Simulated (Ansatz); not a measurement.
**TiAl: elastic constants with r2SCAN**

Crystal: TiAl.

```
CELL_PARAMETERS angstrom
3.17906 0.00000 0.00000
0.00000 3.17906 0.00000
0.00000 0.00000 3.17906
ATOMIC_POSITIONS crystal
Ti 0.00000 0.00000 0.00000
Al 0.50000 0.50000 0.50000
```

The cell comes from a database or a generator and needn't be the stable form of this composition.

```json
{
  "Program": "Ansatz 0.2.0",
  "Task": "elastic constants",
  "Functional": "r2SCAN",
  "Potentials or basis": "Ansatz PAW",
  "Cutoff": "500 eV",
  "Density cutoff": "2000 eV",
  "k mesh": "7 × 7 × 7",
  "Occupations": "fermi-dirac, width 0.1 eV",
  "Spin": "no spin polarisation",
  "Driver": "calculator",
  "Delta": "0.003",
  "Atoms under strain": "clamped"
}
```

```yaml
Clamped-ion_elastic_constants_C11_C12_C44: 95, 127, 81 GPa
Voigt_bulk_modulus: 117 GPa
```

Elastic tensor in Voigt notation (GPa, ions clamped, in the Cartesian axes of the cell as first typed):
```
 95 127 127   0   0   0
127  95 127   0   0   0
127 127  95   0   0   0
  0   0   0  81   0   0
  0   0   0   0  81   0
  0   0   0   0   0  81
```

It took 20 s on 2 threads of Arm Neoverse V1, with other jobs on the host, peak memory 0.47 GiB.

Caveat: the elastic tensor has a negative eigenvalue, so either the cell is unstable as it stands or the mesh is too thin; the PAW data sets were made with another functional, which shifts forces and pressure a little.
